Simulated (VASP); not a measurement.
Wanted: the native input for a VASP 6.6.1 run.

| Item | Value |
| --- | --- |
| Task | relaxation of cell and atoms |
| Functional | PBE |
| Potentials or basis | VASP PAW PBE potentials, release 64 (Ca_sv, O) |
| Cutoff | 600 eV |
| k mesh | 10 × 10 × 10 |
| Occupations | gaussian, width 0.03 eV |
| Spin | no spin polarisation |
| Further INCAR settings | ALGO = Normal; EDIFF = 1e-07; IBRION = 2; EDIFFG = -0.005; NSW = 90; ISIF = 3 |

The structure of CaO (Lime) lies in POSCAR:

```
CaO                                     
1.0
    0.0000000000      2.4189296724      2.4189296724
    2.4189296724      0.0000000000      2.4189296724
    2.4189296724      2.4189296724     -0.0000000000
  Ca              O             
     1     1
Direct
     0.0000000000000000    0.0000000000000000    0.0000000000000000
     0.5000000000000000    0.5000000000000000    0.5000000000000000
```

These files were run (other wordings do the same):

INCAR

```
SYSTEM = CaO
PREC = Accurate
ENCUT = 600
EDIFF = 1E-7
ISMEAR = 0
SIGMA = 0.03
LREAL = .False.
LASPH = .True.
NELM = 80
ALGO = Normal
ISIF = 3
LWAVE = .False.
LCHARG = .False.
GGA = PE
IBRION = 2
NSW = 90
EDIFFG = -0.005
```

KPOINTS

```
Automatic mesh
0
Gamma
  10 10 10
  0 0 0
```

Potentials or basis: VASP PAW PBE potentials, release 64 (Ca_sv, O).

Command:

```console
$ cat potpaw_PBE.64/Ca_sv/POTCAR potpaw_PBE.64/O/POTCAR > POTCAR
$ mpirun -np 1 vasp_std > vasp.out
```

Results of the run:

The pressure after relaxing is 0.0 GPa and the band gap on the k mesh is 3.64 eV, indirect (least direct gap 4.02 eV).

Caveat: the relaxation stopped at its first step, so nothing moved.

It took 10 s on 1 thread of Intel(R) Xeon(R) 6975P-C (Granite Rapids) (shared host), peak memory 0.17 GiB.
